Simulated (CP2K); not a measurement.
Runs of CP2K 2026.2 on Al2Pt. Symmetry: Fm-3m, No. 225, cubic system. Conventional cell: a = 5.910 Å, b = 5.910 Å, c = 5.910 Å, α = 90.00°, β = 90.00°, γ = 90.00°. Around Pt (site symmetry m-3m) lie 8 Al at 2.56 Å. Al (site symmetry -43m) has 4 Pt at 2.56 Å as nearest neighbours. 

```tsv
task	level	potentials or basis	smearing	EPS_DEFAULT	NGRIDS	points a segment of the path (NPOINTS)	bands added on the path	CUTOFF of the grids	gap on the mesh (eV)	pressure (GPa)	V0 of scaled cells (Å³/atom)	B0 (GPa)
band structure	r2SCAN	POTENTIAL_UZH Pt GTH-SCAN-q18, Al GTH-SCAN-q3; TZVP-MOLOPT-SCAN-GTH basis	fermi-dirac 0.05 eV	1.0E-9	4	10	4	675 Ry	none	(b)	-	-
equation of state	PBE	POTENTIAL_UZH Pt GTH-PBE-q18, Al GTH-PBE-q3; TZVP-MOLOPT-PBE-GTH basis	fermi-dirac 0.05 eV	1.0E-10	4	-	-	450 Ry	-	-	(c)	130
single point	PBE	POTENTIAL_UZH Pt GTH-PBE-q18, Al GTH-PBE-q3; TZVP-MOLOPT-PBE-GTH basis	fermi-dirac 0.05 eV	1.0E-10	5	-	-	450 Ry	none	2.3	-	-
equation of state	PBEsol	POTENTIAL_UZH Pt GTH-PBE-q18, Al GTH-PBE-q3; TZVP-MOLOPT-PBE-GTH basis	fermi-dirac 0.0259 eV	1.0E-9	4	-	-	450 Ry	-	-	(a)	137
band structure	PBE	POTENTIAL_UZH Pt GTH-PBE-q18, Al GTH-PBE-q3; TZVP-MOLOPT-PBE-GTH basis	fermi-dirac 0.05 eV	1.0E-9	5	8	2	450 Ry	none	2.3	-	-
band structure	LDA	GTH_POTENTIALS Pt GTH-PADE-q18, Al GTH-PADE-q3; TZVP-MOLOPT-PBE-GTH basis	fermi-dirac 0.1 eV	1.0E-10	5	10	4	450 Ry	none	-9.3	-	-
single point	PBE	POTENTIAL_UZH Pt GTH-PBE-q18, Al GTH-PBE-q3; TZVP-MOLOPT-PBE-GTH basis	fermi-dirac 0.05 eV	1.0E-10	4	-	-	450 Ry	none	2.3	-	-
band structure	PBEsol	POTENTIAL_UZH Pt GTH-PBE-q18, Al GTH-PBE-q3; TZVP-MOLOPT-PBE-GTH basis	fermi-dirac 0.1 eV	1.0E-9	4	8	2	450 Ry	none	0.5	-	-
band structure	PBE	POTENTIAL_UZH Pt GTH-PBE-q18, Al GTH-PBE-q3; TZVP-MOLOPT-PBE-GTH basis	fermi-dirac 0.1 eV	1.0E-9	5	10	6	450 Ry	none	2.4	-	-
```

Alike in all rows: no spin polarisation; cell as given; k mesh 8 × 8 × 8.

Fill in the values left out.

(a) 17.25; (b) -0.3; (c) 17.50.

Caveats: the basis of atomic orbitals isn't converged, which shifts pressures, moduli and gaps; the potentials were made for another functional, which shifts forces and pressure (some runs).

A k mesh can miss the band edges, and the runs leave out spin-orbit coupling on Pt.

A gap of «none» marks a metal or a gap under the smearing width.

Not every run made on this cell is shown here.
